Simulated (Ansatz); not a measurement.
A series in volume scale on NaI

Results calculated with Ansatz 0.2.0, not measured. Periodic Kohn-Sham DFT of a crystal at fixed atoms, scaled to volume_scale times the given cell; pressure positive in compression, energy less spherical unpolarised free atoms, largest_vzz the field gradient of largest size among the nuclei.

The cell before it is scaled or strained (space group F-43m, No. 216):
```
CELL_PARAMETERS angstrom
0.00000 3.58140 3.58140
3.58140 0.00000 3.58140
3.58140 3.58140 0.00000
ATOMIC_POSITIONS crystal
Na 0.00000 0.00000 0.00000
I 0.25000 0.25000 0.25000
```

Settings of every row: method frozen-core PAW; functional PBE; relativity scalar; k mesh 10x10x10; filling fermi-dirac; smearing width 0.05 eV; wave cutoff 420 eV; paw set soft_2.

Atom start moment: 0 on all atoms.

Limits: no spin-orbit coupling on heavy atoms; the cell comes from a prototype or a list of computed structures and needn't be the stable phase.

```csv
row,volume scale,V (Å³/atom),pressure (GPa)
1,0.96,44.099,0.481
2,0.98,45.018,0.23
3,1,45.936,0.005
4,1.02,46.855,?
5,1.04,47.774,-0.376
```

Question: what pressure should row 4 give?

Worked fit of pressure. Take u = (V_r/V)^(2/3) − 1 with V_r = 45.477 Å³ an atom, which is twice the finite (Eulerian) strain; such expansions in the strain, on which the Birch-Murnaghan equation of state is built, carry the rest volume and the bulk modulus. The shown rows have u = 0.02072, 0.00679, -0.00667, -0.03232. Least squares give pressure = 0.1143 + 16.71 × u + 47.6 × u² GPa; a straight line predicts inner rows, each left out in turn, worse (root mean square 0.021 against 1.1e-05 GPa). All shown rows lie on it to the printed digit. The pressure vanishes at u = -0.0070, or V = 45.96 Å³ an atom, and there the bulk modulus at fixed shape and fractions is B = −V dP/dV = (2/3)(1 + u) dP/du = 10.6 GPa. The withheld row has u = -0.0197, so the fit gives 0.1143 + 16.71 × (-0.0197) + 47.6 × (-0.0197)² = -0.196 GPa.

The calculation gave -0.196 GPa. The fit meets it to the printed digit.
